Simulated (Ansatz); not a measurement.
Bicrystals of relaxed bulk Cu (Fm-3m, 11.96 Å³/atom, gap on the mesh 0.00 eV): one grain is mirrored in the boundary plane and shifted (fractions of the plane's cell), where said the two species change places in it, close atoms are joined, tilt boundaries are opened by 0.15 Å, then atoms and the cell's height are relaxed. Energies are the mean of the cell's two boundaries over the bulk on a matched mesh; other shifts may lie lower.

Computed with DFT PBE, scalar-relativistic, plane waves, PAW (Ansatz).

Cutoff 420 eV; k points 14×6×2 on the computed 36-atom cell (Γ-centred); Gaussian smearing, width 0.10 eV; no spin polarisation.

Start (Σ9 (221), mirror between planes, shift [0, 0.5]):

```xyz
36
Lattice="2.5666 0.0000 0.0000 0.0000 7.6999 0.0000 0.0000 0.0000 22.0785" Properties=species:S:1:pos:R:3 pbc="T T T"
Cu    0.0000    3.4222    0.9050
Cu    0.0000    6.8443    2.1149
Cu    0.0000    1.7111    5.7447
Cu    0.0000    5.1332    6.9546
Cu    1.2833    1.2833    1.5100
Cu    1.2833    4.7055    2.7199
Cu    1.2833    2.9944    7.5596
Cu    1.2833    6.4165    8.7695
Cu    1.2833    5.5610    0.3001
Cu    1.2833    0.4278    3.9298
Cu    1.2833    3.8499    5.1397
Cu    1.2833    7.2721    6.3496
Cu    1.2833    2.1388    9.9794
Cu    0.0000    2.5666    3.3248
Cu    0.0000    5.9888    4.5348
Cu    0.0000    0.8555    8.1645
Cu    0.0000    4.2777    9.3744
Cu    0.0000    0.0000   10.5843
Cu    0.0000    7.2721   21.0235
Cu    0.0000    2.9944   19.8136
Cu    0.0000    5.5610   16.1838
Cu    0.0000    1.2833   14.9739
Cu    1.2833    5.1332   20.4185
Cu    1.2833    0.8555   19.2086
Cu    1.2833    6.8443   14.3689
Cu    1.2833    2.5666   13.1590
Cu    1.2833    1.7111   21.6284
Cu    1.2833    4.2777   17.9987
Cu    1.2833    0.0000   16.7888
Cu    1.2833    3.4222   15.5789
Cu    1.2833    5.9888   11.9491
Cu    0.0000    6.4165   18.6036
Cu    0.0000    2.1388   17.3937
Cu    0.0000    4.7055   13.7640
Cu    0.0000    0.4278   12.5541
Cu    0.0000    3.8499   11.3441
```

Task: What does the relaxation give?

Result: The free energy falls by 68 meV/atom.

- boundary energy (mJ/m²): 832
- excess width (Å): 0.33
- gap on the mesh (eV): 0

Relaxed structure:
```yaml
crystal:
  lattice:
    - [2.56662, 0.00000, 0.00000]
    - [0.00000, 7.69986, 0.00000]
    - [0.00000, 0.00000, 22.43167]
  atoms:
    - { symbol: Cu, position: [0.00000, 0.44540, 0.03793] }
    - { symbol: Cu, position: [0.00000, 0.89286, 0.10112] }
    - { symbol: Cu, position: [0.00000, 0.22425, 0.26087] }
    - { symbol: Cu, position: [0.00000, 0.66457, 0.31244] }
    - { symbol: Cu, position: [0.50000, 0.16190, 0.07294] }
    - { symbol: Cu, position: [0.50000, 0.60779, 0.12447] }
    - { symbol: Cu, position: [0.50000, 0.38870, 0.34222] }
    - { symbol: Cu, position: [0.50000, 0.82936, 0.39209] }
    - { symbol: Cu, position: [0.50000, 0.73565, 0.02326] }
    - { symbol: Cu, position: [0.50000, 0.05765, 0.18076] }
    - { symbol: Cu, position: [0.50000, 0.49797, 0.23234] }
    - { symbol: Cu, position: [0.50000, 0.94587, 0.28690] }
    - { symbol: Cu, position: [0.50000, 0.27682, 0.45528] }
    - { symbol: Cu, position: [0.00000, 0.33352, 0.15099] }
    - { symbol: Cu, position: [0.00000, 0.77635, 0.20631] }
    - { symbol: Cu, position: [0.00000, 0.11443, 0.36873] }
    - { symbol: Cu, position: [0.00000, 0.56032, 0.42027] }
    - { symbol: Cu, position: [0.00000, 0.98658, 0.46994] }
    - { symbol: Cu, position: [0.00000, 0.94540, 0.95527] }
    - { symbol: Cu, position: [0.00000, 0.39286, 0.89209] }
    - { symbol: Cu, position: [0.00000, 0.72425, 0.73234] }
    - { symbol: Cu, position: [0.00000, 0.16457, 0.68076] }
    - { symbol: Cu, position: [0.50000, 0.66190, 0.92027] }
    - { symbol: Cu, position: [0.50000, 0.10779, 0.86873] }
    - { symbol: Cu, position: [0.50000, 0.88870, 0.65099] }
    - { symbol: Cu, position: [0.50000, 0.32936, 0.60111] }
    - { symbol: Cu, position: [0.50000, 0.23565, 0.96994] }
    - { symbol: Cu, position: [0.50000, 0.55765, 0.81244] }
    - { symbol: Cu, position: [0.50000, 0.99797, 0.76087] }
    - { symbol: Cu, position: [0.50000, 0.44587, 0.70631] }
    - { symbol: Cu, position: [0.50000, 0.77682, 0.53793] }
    - { symbol: Cu, position: [0.00000, 0.83352, 0.84222] }
    - { symbol: Cu, position: [0.00000, 0.27635, 0.78690] }
    - { symbol: Cu, position: [0.00000, 0.61443, 0.62448] }
    - { symbol: Cu, position: [0.00000, 0.06032, 0.57294] }
    - { symbol: Cu, position: [0.00000, 0.48658, 0.52327] }
```

Small energy differences in metals hang on the k mesh (about 10 mJ/m² or 1 to 2 meV/atom on the mesh of the relaxation).

It took 29 min on 4 threads of Intel(R) Xeon(R) 6975P-C (Granite Rapids) (shared host), peak memory 9.1 GiB.